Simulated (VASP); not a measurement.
The system is ZnF2.

```xyz
6
Lattice="4.7038 0.0000 0.0000 0.0000 4.7038 0.0000 0.0000 0.0000 3.1336" Properties=species:S:1:pos:R:3 pbc="T T T"
Zn    0.0000    0.0000    0.0000
Zn    2.3519    2.3519    1.5668
F     1.4276    1.4276    0.0000
F     0.9243    3.7795    1.5668
F     3.2762    3.2762    0.0000
F     3.7795    0.9243    1.5668
```

| Property | Result |
| --- | --- |
| Program | VASP 6.6.1 |
| Task | relaxation of cell and atoms |
| Functional | LDA |
| Potentials or basis | VASP PAW LDA potentials, release 64 (Zn, F) |
| Cutoff | 600 eV |
| k mesh | 6 × 6 × 8 |
| Occupations | gaussian, width 0.02 eV |
| Spin | no spin polarisation |

At the start: pressure -5.1 GPa; volume 11.56 Å³/atom.

Where does the relaxation end?

Over 10 steps the energy falls by 7.8 meV/atom and the volume is 11.08 Å³/atom (-4.1 %); space group P4_2/mnm (No. 136, to 0.05 Å).

The path:
| step | energy change (eV) | largest force (eV/Å) | pressure (GPa) | volume (Å³) |
| --- | --- | --- | --- | --- |
| 1 | 0.0000 | 0.0500 | -5.08 | 69.33 |
| 2 | -0.0412 | 0.0710 | 1.77 | 65.72 |
| 3 | -0.0460 | 0.0389 | -0.02 | 66.57 |
| 4 | -0.0460 | 0.0370 | -0.14 | 66.62 |
| 5 | -0.0464 | 0.0189 | -0.15 | 66.58 |
| 6 | -0.0466 | 0.0138 | -0.12 | 66.51 |
| 7 | -0.0467 | 0.0088 | -0.10 | 66.52 |
| 8 | -0.0467 | 0.0038 | 0.08 | 66.43 |
| 9 | -0.0467 | 0.0056 | 0.02 | 66.46 |
| 10 | -0.0467 | 0.0029 | 0.02 | 66.47 |

Final structure:
```
Zn F
1.0
     4.63320    0.00000    0.00000
     0.00000    4.63320    0.00000
     0.00000    0.00000    3.09630
Zn F
2 4
Direct
  0.00000 0.00000 0.00000
  0.50000 0.50000 0.50000
  0.30319 0.30319 0.00000
  0.19681 0.80319 0.50000
  0.69681 0.69681 0.00000
  0.80319 0.19681 0.50000
```
